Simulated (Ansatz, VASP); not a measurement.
## AgCl: VASP beside Ansatz

Aim: how closely do two programs agree when they are given the same cell, functional and k mesh? The cell is taken from a series of VASP runs on this material, whose earlier steps may have relaxed, scaled or displaced it; both programs get it as it stands.

Program: Ansatz 0.2.0. Level of theory: plane waves, with VASP 6.6.1 beside it; band structure at HSE06 and band structure at PBE0. Results are calculated unless marked as measured.

## (1) Starting point

The structure is cubic, space group Fm-3m (No. 225). The conventional cell has a = 5.545 Å, b = 5.545 Å, c = 5.545 Å, α = 90.00°, β = 90.00°, γ = 90.00°. Nearest to Ag lie 6 Cl at 2.77 Å. Nearest to Cl lie 6 Ag at 2.77 Å. Farther neighbours and most contacts between anions are not listed.

## (2) VASP: band structure, HSE06

The same path points are solved in both programs, so levels can be compared one by one.

Lines of VASP's logs that name or quote its potential files are left out, and so is its time.

The run reads the wave functions of an earlier VASP run, which isn't shown here.

The input, INCAR:

```
SYSTEM = AgCl
PREC = Accurate
ENCUT = 350
EDIFF = 1E-06
NELM = 100
ISMEAR = 0
SIGMA = 0.03
LREAL = .FALSE.
ALGO = Normal
LHFCALC = .TRUE.
AEXX = 0.25
GGA = PE
HFSCREEN = 0.2
LASPH = .TRUE.
NBANDS = 15
PRECFOCK = Fast
LORBIT = 11
LWAVE = .FALSE.
LCHARG = .FALSE.
KPAR = 4
```

The input, POSCAR:

```
AgCl
1.0
    0.0000000000      2.7726629968      2.7726629968
    2.7726629968      0.0000000000      2.7726629968
    2.7726629968      2.7726629968      0.0000000000
Ag Cl
1 1
Direct
    0.0000000000      0.0000000000      0.0000000000
    0.5000000000      0.5000000000      0.5000000000
```

The input, KPOINTS:

```
Automatic mesh
0
Gamma
5 5 5
0 0 0
```

The input, KPOINTS_OPT:

```
Line mode
10
Line-mode
Reciprocal
  0.00000000   0.00000000   0.00000000 GAMMA
  0.50000000   0.00000000   0.50000000 X

  0.50000000   0.00000000   0.50000000 X
  0.50000000   0.25000000   0.75000000 W

  0.50000000   0.25000000   0.75000000 W
  0.37500000   0.37500000   0.75000000 K

  0.37500000   0.37500000   0.75000000 K
  0.00000000   0.00000000   0.00000000 GAMMA

  0.00000000   0.00000000   0.00000000 GAMMA
  0.50000000   0.50000000   0.50000000 L

  0.50000000   0.50000000   0.50000000 L
  0.62500000   0.25000000   0.62500000 U

  0.62500000   0.25000000   0.62500000 U
  0.50000000   0.25000000   0.75000000 W

  0.50000000   0.25000000   0.75000000 W
  0.50000000   0.50000000   0.50000000 L

  0.50000000   0.50000000   0.50000000 L
  0.37500000   0.37500000   0.75000000 K

  0.62500000   0.25000000   0.62500000 U
  0.50000000   0.00000000   0.50000000 X
```

The projector-augmented-wave data sets are Ag and Cl (PBE family, release 64).

Launch:

```sh
> mpirun -np 4 vasp_std
```

Numbers of over 12 decimals in the logs are rounded to 6 here.

What it wrote:

```text
[banner, memory and clock lines left out]
running    4 mpi-ranks, on    1 nodes
 distrk:  each k-point on    1 cores,    4 groups
 distr:  one band on    1 cores,    1 groups

 POSCAR found type information on POSCAR AgCl
 POSCAR found :  2 types and       2 ions
 LDA part: xc-table for (Slater+PW92), standard interpolation
 found WAVECAR, reading the header
 POSCAR, INCAR and KPOINTS ok, starting setup
 FFT: planning ... GRIDC
 FFT: planning ... GRID_SOFT
 FFT: planning ... GRID
 reading WAVECAR
 the WAVECAR file was read successfully
 initial charge from wavefunction
 entering main loop
       N       E                     dE             d eps       ncg     rms          rms(c)
DAV:   1    -0.669487097374E+01   -0.66949E+01   -0.11950E+00   314   0.117E+01    0.294E+00
DAV:   2    -0.665904974706E+01    0.35821E-01   -0.13818E-01   321   0.481E+00    0.168E+00
DAV:   3    -0.665059703545E+01    0.84527E-02   -0.31780E-02   328   0.194E+00    0.102E+00
DAV:   4    -0.665042890319E+01    0.16813E-03   -0.28845E-03   321   0.432E-01    0.634E-01
DAV:   5    -0.665038157969E+01    0.47323E-04   -0.24168E-04   342   0.133E-01    0.383E-01
DAV:   6    -0.665034505584E+01    0.36524E-04   -0.21481E-05   314   0.417E-02    0.229E-01
DAV:   7    -0.665033043585E+01    0.14620E-04   -0.73231E-06   307   0.239E-02    0.133E-01
DAV:   8    -0.665032669966E+01    0.37362E-05   -0.36487E-06   314   0.167E-02    0.762E-02
DAV:   9    -0.665032584070E+01    0.85896E-06   -0.12398E-06   234   0.103E-02
   1 F= -.66503258E+01 E0= -.66503258E+01  d E =-.444737E-15
 Start KPOINTS_OPT (optional k-point list driver)
k-point batch [1-10\100]
       N       E                     dE             ncg
DAV:   1     0.792447175916E+03   -0.19995E+04      316
DAV:   2    -0.215515003569E+03   -0.10080E+04      370
DAV:   3    -0.261822623286E+03   -0.46308E+02      363
DAV:   4    -0.262419284146E+03   -0.59666E+00      412
DAV:   5    -0.262424236808E+03   -0.49527E-02      370
DAV:   6    -0.262424292743E+03   -0.55935E-04      370
DAV:   7    -0.262424293627E+03   -0.88377E-06      330
[...]
k-point batch [91-100\100]
       N       E                     dE             ncg
DAV:   1     0.760643587170E+03   -0.47200E+04      316
DAV:   2    -0.235696306224E+03   -0.99634E+03      370
DAV:   3    -0.278495347433E+03   -0.42799E+02      363
DAV:   4    -0.278995876939E+03   -0.50053E+00      398
DAV:   5    -0.279000294041E+03   -0.44171E-02      384
DAV:   6    -0.279000345285E+03   -0.51245E-04      370
DAV:   7    -0.279000346081E+03   -0.79586E-06      298
```

From OUTCAR (step 2):

```text
ion  position               nearest neighbor table
   1  0.000  0.000  0.000-   2 2.77   2 2.77   2 2.77   2 2.77   2 2.77   2 2.77
   2  0.500  0.500  0.500-   1 2.77   1 2.77   1 2.77   1 2.77   1 2.77   1 2.77

  LATTYP: Found a face centered cubic cell.
 ALAT       =     5.5453259936

 Subroutine GETGRP returns: Found 48 space group operations
 (whereof 48 operations were pure point group operations)

The static configuration has the point symmetry O_h .

 Found     10 irreducible k-points:

   k-points           NKPTS =     10   k-points in BZ     NKDIM =    125   number of bands    NBANDS=     15

   dimension x,y,z NGX =    24 NGY =   24 NGZ =   24
   dimension x,y,z NGXF=    48 NGYF=   48 NGZF=   48

   ENCUT  =  350.0 eV  25.72 Ry    5.07 a.u.   5.98  5.98  5.98*2*pi/ulx,y,z

   NELECT =      18.0000    total number of electrons

 k-points in reciprocal lattice and weights: Automatic mesh
   0.00000000  0.00000000  0.00000000       0.008
   0.20000000  0.00000000  0.00000000       0.064
   0.40000000  0.00000000  0.00000000       0.064
   0.20000000  0.20000000  0.00000000       0.048
   0.40000000  0.20000000  0.00000000       0.192
  -0.40000000  0.20000000  0.00000000       0.192
  -0.20000000  0.20000000  0.00000000       0.096
   0.40000000  0.40000000  0.00000000       0.048
  -0.40000000  0.40000000  0.00000000       0.096
  -0.40000000  0.40000000  0.20000000       0.192

  exchange ACFDT corr.  =         0.00000000  see jH, gK, PRB 81, 115126

 average (electrostatic) potential at core
       1 -66.7937       2 -87.5636

 E-fermi :   2.7996

 k-point     1 :       0.0000    0.0000    0.0000
  band No.  band energies     occupation
    ...
      5      -0.0604      2.00000
      6      -0.0604      2.00000
      7       0.5448      2.00000
      8       0.5448      2.00000
      9       0.5448      2.00000
     10       5.1948      0.00000
     11      15.2568      0.00000
     12      15.2568      0.00000
     13      15.2568      0.00000
     14      16.6181      0.00000
    ...

 k-point     2 :       0.2000    0.0000    0.0000
  band No.  band energies     occupation
    ...
      5       0.0600      2.00000
      6       0.0601      2.00000
      7       0.4857      2.00000
      8       1.6455      2.00000
      9       1.6455      2.00000
     10       6.6948      0.00000
     11      12.8168      0.00000
     12      14.2369      0.00000
     13      14.2369      0.00000
     14      16.5906      0.00000
    ...

 k-point     3 :       0.4000    0.0000    0.0000
  band No.  band energies     occupation
    ...
      5       0.2660      2.00000
      6       0.2660      2.00000
      7       0.6902      2.00000
      8       2.6374      2.00000
      9       2.6374      2.00000
     10       8.3139      0.00000
     11      11.3091      0.00000
     12      12.3652      0.00000
     13      12.3652      0.00000
     14      17.5845      0.00000
    ...

  energy-cutoff  :      350.00
  volume of cell :       42.63
      direct lattice vectors                 reciprocal lattice vectors
     0.000000000  2.772662997  2.772662997    -0.180332049  0.180332049  0.180332049
     2.772662997  0.000000000  2.772662997     0.180332049 -0.180332049  0.180332049
     2.772662997  2.772662997  0.000000000     0.180332049  0.180332049 -0.180332049

 POSITION                                       TOTAL-FORCE (eV/Angst)
 -----------------------------------------------------------------------------------
      0.00000      0.00000      0.00000        -0.000000     -0.000000     -0.000000
      2.77266      2.77266      2.77266         0.000000      0.000000      0.000000
 -----------------------------------------------------------------------------------
    total drift:                               -0.000000      0.000000      0.000000

  FREE ENERGIE OF THE ION-ELECTRON SYSTEM (eV)
  ---------------------------------------------------
  free  energy   TOTEN  =        -6.6503258407 eV

  energy  without entropy=       -6.6503258407  energy(sigma->0) =       -6.65032584

 total charge
# of ion       s       p       d       tot
------------------------------------------
    1        0.177   0.131   9.436   9.743
    2        1.592   3.513   0.000   5.105
--------------------------------------------------
tot          1.769   3.644   9.436  14.848

[... 3 further parts left out ...]
```

## (3) Ansatz: band structure, HSE06

Ansatz runs on its default PAW (the set named soft_2) files.

The same cell, functional, mesh and smearing now go to Ansatz, which takes its cutoff from its data sets.

The input, input.yaml:

```yaml
crystal:
  lattice:
    - [0.0, 2.7726629968, 2.7726629968]
    - [2.7726629968, 0.0, 2.7726629968]
    - [2.7726629968, 2.7726629968, 0.0]
  atoms:
    - { symbol: Ag, position: [0.0, 0.0, 0.0] }
    - { symbol: Cl, position: [0.5, 0.5, 0.5] }
hamiltonian:
  xc: { exchange: pbe, correlation: pbe, exx: { coeff: 0.25, omega: 0.2 } }
  pseudopotentials: { kind: paw }
kpoints:
  mp_grid: { grid: [5, 5, 5] }
  band_path:
    path:
      - [0.0, 0.0, 0.0]
      - [0.5, 0.0, 0.5]
      - [0.5, 0.22222, 0.72222]
      - [0.40278, 0.34722, 0.75]
      - [0.125, 0.125, 0.25]
      - [0.27778, 0.27778, 0.27778]
      - [0.5, 0.5, 0.5]
      - [0.55556, 0.38889, 0.55556]
      - [0.58333, 0.25, 0.66667]
      - [0.5, 0.30556, 0.69444]
      - [0.48611, 0.48611, 0.52778]
      - [0.625, 0.25, 0.625]
      - [0.5, 0.0, 0.5]
    npoints: 1
scf:
  occupations: { method: gaussian, width: 0.03 }
  n_extra_bands: 7
output:
  forces: true
  stress: true
  eigenvalues: true
  write_density: true
  write_potential: true
  elf: true
  volumetric_format: npy
```

Launch:

```sh
> ansatz run input.yaml --threads 4 --pin off --max-ram 9216MiB --backend cpu --events-out ev --progress --plain --runs-dir out
```

What it wrote:

```text
Warning: output.stress: scf.convergence.dr2_threshold = 1e-7 eV (the SCF's general default) is looser than the 2e-10 eV advised for a printed stress (1e-10 eV for each atom of the cell: 2). What an SCF threshold leaves in a stress goes as its square root, and in the free energy as the threshold itself, and one threshold admits the most on a small cell: [figures from the program's tests cut] Set scf.convergence.dr2_threshold to 2e-10 eV or tighter. The threshold is an SCF's pass mark: one that does not reach it within its budget of iterations ends unconverged, or closes short of it on a stop that the run arms, and scf.convergence.dr2_threshold's page says what that costs each kind of run
Warning: output.stress: scf.exx.energy_threshold = 1e-6 eV is looser than the 2e-8 eV advised for a stress under a hybrid functional (1e-8 eV for each atom of the cell: 2). Every SCF of the exchange loop can meet its threshold on dr2 while the loop round them stops early: no threshold on dr2 bounds what that leaves in the stress. Set scf.exx.energy_threshold to 2e-8 eV or tighter. The threshold is the loop's pass mark: a loop that does not reach it within its budget of cycles ends unconverged, and scf.exx.energy_threshold's page has the law
scf.n_extra_bands = 7 over 13 filled bands (N_el = 26.0): the run solves 20 bands
Engine: ansatz 0.2.0, x86_64-unknown-linux-gnu
Pseudopotentials: kind: paw
Pseudopotential: Ag, paw, valence charge 19, recommended cutoff 420 eV (normal), Ag.paw.azcp
Pseudopotential: Cl, paw, valence charge 7, recommended cutoff 420 eV (normal), Cl.paw.azcp
Functional definition: unnamed
  parameter a_1 = 0.25
  parameter omega_1 = 0.2/angstrom
  exchange = pbe_x + (-a_1)*pbe_x_sr(omega_1) + a_1*exact_x_sr(omega_1)
  correlation = pbe_c
Crystal: 2 atoms, lattice volume = 42.631 Å³
Basis set: ecut = 420 eV, 869 PW (Γ), exchange–correlation on 54×54×54 points (8 copies of the dense FFT grid, shifted against one another)
Bands: 20, of which v1, the nominal top of the filled ones, is band 13 counted from 1 (12 counted from 0)
Symmetry: 48 space group operations
Space group: Fm-3m (ITA 225), of the structure as read, at distance tolerance 3.5e-5 Å
k-points: 10 of 125
Non-local potential: Ag, projectors of the file, l = 0: 3, l = 1: 2, l = 2: 2, l = 3: 1
Non-local potential: Cl, projectors of the file, l = 0: 2, l = 1: 2, l = 2: 2
PAW form: soft (Blöchl's): semilocal exchange-correlation on the pseudo side does not see the compensation charge
PAW frozen core: Ag, regenerated for the run's functional, and the local potential with it (the file was generated under x = pbe(κ = 0.804, μ = 0.219515), c = pbe(β = 0.066725))
PAW frozen core: Cl, regenerated for the run's functional, and the local potential with it (the file was generated under x = pbe(κ = 0.804, μ = 0.219515), c = pbe(β = 0.066725))
PAW one-centre angular grid: Ag, 590 points (default); XC on 96 Gauss nodes
PAW one-centre angular grid: Cl, 110 points (default); XC on 64 Gauss nodes
Initial density: superposition of atomic densities (neutral atoms: chi_scale 0, normalization atom), corrected by the library's trained network
Initial wavefunctions: pseudopotential atomic-orbital guess
Functional: x = pbe(κ = 0.804, μ = 0.219515), c = pbe(β = 0.066725), warm-up for x = pbe(κ = 0.804, μ = 0.219515) + 0.25 (exact − pbe) at short range (hse, ω = 0.2 Å⁻¹), c = pbe(β = 0.066725)
SCF iter   1: F=—  HF=-8670.887855 eV  |F-HF|=—  |Δ(HF+E_count)|=         —  Δρ=1.73e-3  dr2=9.66e-4  ethr=1.77e-3  ⟨swp⟩=9.7  Hψ=938  notcnv=0
preconditioner: auto → none  [insulator: Δε(μ)=1.037 eV  Ē_g=13.653 eV  σ=0.030 eV  W_gap=1.00  n_scr=14 (ndim 8)  ℏωp=24.1 eV  f_vac=0.036  D(μ)=0.00/eV (n_scr^D=0)]
SCF iter   2: F=—  HF=-8670.887766 eV  |F-HF|=—  |Δ(HF+E_count)|=   8.93e-5  Δρ=6.52e-4  dr2=1.79e-4  ethr=3.72e-6  ⟨swp⟩=3.7  Hψ=533  notcnv=0  defer=2
iter 3 solved again at ethr=1.15e-8 eV; its pass at ethr=6.88e-7 eV (dr2=3.00e-6 eV) is discarded
SCF iter   3: F=-8670.887731 eV  HF=-8670.887721 eV  |F-HF|=9.97e-6  |Δ(HF+E_count)|=   4.54e-5  Δρ=1.39e-4  dr2=3.04e-6  ethr=1.15e-8  ⟨swp⟩=2.2  Hψ=720  notcnv=0
SCF 1 stopped early in 3 iterations: F = -8670.887731 eV  dr2 = 3.04e-6
  greatest PAW one-centre occupation: 1.000 electrons in one spin orbital (limit 2), on the Ag atom at site 0 (counted from 0), in its partial waves of l = 0
Initial density: handed on by an earlier stage of this run
Initial wavefunctions: those handed on with the density
Functional: x = pbe(κ = 0.804, μ = 0.219515) + 0.25 (exact − pbe) at short range (hse, ω = 0.2 Å⁻¹), c = pbe(β = 0.066725)
Exchange kernel: α = 0.2500, screened, ω = 0.2000 Å⁻¹, Wigner–Seitz truncation, v(0) = 1125.3381 eV·Å³, q-mesh 5×5×5, nearest image of the exchange supercell L = 19.61 Å, pair-density grid 15×15×15, without the augmentation charges, whose exchange is taken in its separable form by FFT convolution over the k-point mesh (sized by the pseudopotential files, 24×24×24 at the most), smooth part of the exact exchange by density-matrix convolution
Frozen-core exchange: fock
SCF iter   1: F=—  HF=-8675.066240 eV  |F-HF|=—  |Δ(HF+E_count)|=         —  Δρ=9.61e-3  dr2=4.11e-2  ethr=1.17e-7  ⟨swp⟩=7.8  Hψ=1009  notcnv=0
preconditioner: auto → none  [insulator: Δε(μ)=2.595 eV  Ē_g=15.883 eV  σ=0.030 eV  W_gap=1.00  n_scr=14 (ndim 8)  ℏωp=24.1 eV  f_vac=0.036  D(μ)=0.00/eV (n_scr^D=0)]
SCF iter   2: F=—  HF=-8675.055663 eV  |F-HF|=—  |Δ(HF+E_count)|=   1.06e-2  Δρ=3.92e-3  dr2=4.53e-3  ethr=1.17e-7  ⟨swp⟩=5.1  Hψ=742  notcnv=0
SCF iter   3: F=—  HF=-8675.062120 eV  |F-HF|=—  |Δ(HF+E_count)|=   6.46e-3  Δρ=2.08e-3  dr2=1.38e-3  ethr=1.17e-7  ⟨swp⟩=4.9  Hψ=636  notcnv=0
SCF iter   4: F=—  HF=-8675.061851 eV  |F-HF|=—  |Δ(HF+E_count)|=   2.69e-4  Δρ=8.60e-4  dr2=1.86e-4  ethr=1.17e-7  ⟨swp⟩=4.0  Hψ=500  notcnv=0
SCF iter   5: F=—  HF=-8675.062055 eV  |F-HF|=—  |Δ(HF+E_count)|=   2.03e-4  Δρ=3.56e-4  dr2=4.99e-5  ethr=1.17e-7  ⟨swp⟩=3.5  Hψ=441  notcnv=0  defer=1
SCF iter   6: F=-8675.062040 eV  HF=-8675.062040 eV  |F-HF|=2.02e-7  |Δ(HF+E_count)|=   1.43e-5  Δρ=2.93e-5  dr2=2.22e-6  ethr=1.17e-7  ⟨swp⟩=3.0  Hψ=414  notcnv=0
SCF 2 stopped early in 6 iterations: F = -8675.062040 eV  dr2 = 2.22e-6
  greatest PAW one-centre occupation: 1.001 electrons in one spin orbital (limit 2), on the Ag atom at site 0 (counted from 0), in its partial waves of l = 1
hybrid outer 1: dexx = +8.804e-3 eV, tail = 1.65e-5 eV
Exchange kernel: α = 0.2500, screened, ω = 0.2000 Å⁻¹, Wigner–Seitz truncation, v(0) = 1125.3381 eV·Å³, q-mesh 5×5×5, nearest image of the exchange supercell L = 19.61 Å, pair-density grid 15×15×15, without the augmentation charges, whose exchange is taken in its separable form by FFT convolution over the k-point mesh (sized by the pseudopotential files, 24×24×24 at the most), smooth part of the exact exchange by density-matrix convolution
Frozen-core exchange: fock
SCF iter   1: F=—  HF=-8675.062090 eV  |F-HF|=—  |Δ(HF+E_count)|=         —  Δρ=4.91e-5  dr2=2.74e-7  ethr=3.18e-7  ⟨swp⟩=5.0  Hψ=535  notcnv=0
preconditioner: auto → none  [insulator: Δε(μ)=2.584 eV  Ē_g=15.788 eV  σ=0.030 eV  W_gap=1.00  n_scr=14 (ndim 8)  ℏωp=24.1 eV  f_vac=0.039  D(μ)=0.00/eV (n_scr^D=0)]
SCF iter   2: F=—  HF=-8675.062090 eV  |F-HF|=—  |Δ(HF+E_count)|=   3.43e-8  Δρ=1.75e-5  dr2=5.07e-8  ethr=1.02e-9  ⟨swp⟩=3.0  Hψ=410  notcnv=0
SCF iter   3: F=-8675.062090 eV  HF=-8675.062090 eV  |F-HF|=2.00e-9  |Δ(HF+E_count)|=   1.65e-8  Δρ=2.56e-6  dr2=9.07e-9  ethr=1.62e-10  ⟨swp⟩=3.0  Hψ=380  notcnv=0
SCF 3 converged in 3 iterations: F = -8675.062090 eV  dr2 = 9.07e-9
  Residual-converged pass: ⟨swp⟩=3.0  Hψ=356  notcnv=0  max |occ|·‖R‖ = 2.4e-6 eV (tolerance 2.4e-6 eV)  dr2=9.07e-9  dr2_onsite=4.33e-10  max |Δocc| = 0.0e0
hybrid outer 2: dexx = +1.925e-7 eV, tail = 3.21e-8 eV, Δε = 1.61e-3 eV (about 7.27e-5 eV left of the loop's levels)
NSCF: frozen V_eff on 13 k-points
hybrid SCF converged: 2 outer / 9 inner (+3 warm-up), last move |dexx| = 1.93e-7 eV, tail = 3.21e-8 eV
Stability not checked: this state was not tested for a lower state beside it, because the functional holds exact exchange (a hybrid, or Hartree-Fock), whose exchange loop this test does not read (fock_operator; see scf.lower_state_search)
Free energy (F): -8675.062090 eV
Frozen-core exchange: fock
Harris-Foulkes:  -8675.062090 eV  (|F-HF|=2.00e-9)
Internal energy: -8675.062090 eV  (E = F + TS)
E sigma→0 (E₀):  -8675.062090 eV
Fermi energy:    8.209964 eV
--- Per-component energies (eV) ---
  E_band       = -417.025415
  E_kinetic    = 690.803382
  E_local      = -3217.036845  (includes V_loc(G=0)·N_el)
  E_nonlocal   = 114.054677
  E_hartree    = 1415.157745
  E_xc         = -231.659294
  E_vxc        = -280.755509  (∫ρ·V_xc dr)
  E_exx        = -96.055432  (= α·E_x^exact, valence–valence)
  E_paw        = -4532.636353  (= ΣΔE_a)
  E_vpaw       = -362.299840  (= ΣTr[D̂ρ^β])
  E_aug_tail   = 0.000410  (compensation charges beyond the density's cutoff)
  E_ewald      = -2817.000242
  E_core_change = -0.690136  (= ΣΔE_core)
  E_smearing   = -0.000000  (= −TS)
  E_closure    = -0.000001  (closes the sum)
  Σ components = -8675.062090   (vs F -8675.062090, Δ=0.00e0)
--- Forces (eV/Å), atoms counted from 1 ---
  atom   1  Ag     0.00000000    -0.00000000     0.00000000
  atom   2  Cl     0.00000000    -0.00000000     0.00000000
  max |Σ_I F_I| component: 7.36e-30 eV/Å
--- Stress (GPa, compression-positive) ---
        1.427055      -0.000000      -0.000000
       -0.000000       1.427055      -0.000000
        0.000000       0.000000       1.427055
  P = ⅓ Tr σ = 1.4271 GPa (14.271 kbar)
--- Band table (eV; the first three rows and the last of 10) ---
  k-point 0: bands = [... 9 lower, 4.2021, 4.8398, 4.8398, 4.8398, 9.5012, 19.4392, 19.4392, 19.4392, ... 3 higher]
  k-point 1: bands = [... 9 lower, 4.3232, 4.7593, 5.9281, 5.9281, 10.9992, 17.0772, 18.4666, 18.4666, ... 3 higher]
  k-point 2: bands = [... 9 lower, 4.5283, 4.9594, 6.9178, 6.9178, 12.6114, 15.6061, 16.6168, 16.6168, ... 3 higher]
  k-point 9: bands = [... 9 lower, 4.5705, 4.9191, 5.0599, 6.0892, 12.9703, 15.6464, 16.3790, 17.8404, ... 3 higher]
```

Run time: 19 s. Hardware: 4 threads of Intel Xeon Platinum 8488C (Sapphire Rapids), shared host; peak memory 0.92 GiB.

Reading the cycles: dr2 is the Hartree energy of the density residual (eV), the measure of convergence; HF is the Harris–Foulkes estimate of the energy, which meets the free energy F at convergence.

(Part 1 of 2 ends here.)

[Lines on the potential files, build, host, timing and source positions are cut from VASP's logs without a mark.]

[Logs are printed without paths, hosts, clocks, repeated set-up lines and the standing remarks that a program may print on its own settings, such as how far it seeks lower states.]

[Hosts, paths, dates, database ids (printed as entryN), source tags and the programs' standing remarks are cut or masked in the printed files.]
